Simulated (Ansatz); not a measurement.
**Sn in Ansatz: the effect of functional**

Sn:

```
Sn
1.0
    -1.69129    1.73930    2.29061
     1.69129   -1.73930    2.29061
     1.69129    1.73930   -2.29061
Sn
1
Direct
  0.00000 0.00000 0.00000
```

This isn't the form of Sn at room conditions, which is tetragonal (white tin).

The cell isn't the ideal one: volume scaled by 0.94.

Alike in all runs:

* Program: Ansatz 0.2.0
* Task: single point
* Potentials or basis: Ansatz PAW
* k mesh: 11 × 11 × 11
* Occupations: fermi-dirac, width 0.05 eV
* Spin: no spin polarisation

| functional | cutoff | pressure (GPa) |
| --- | --- | --- |
| LDA | 420 eV (not typed: the program's choice for these potentials) | -2.2 |
| PBEsol | 420 eV (not typed: the program's choice for these potentials) | ? |
| r2SCAN | 500 eV (not typed: the program's choice for these potentials) | 0.8 |

What does the run with functional PBEsol give?

Pressure -0.8 GPa.

Caveats: the PAW data sets come from PBE, with cores solved anew for the run's functional, which leaves a small shift of forces and pressure.
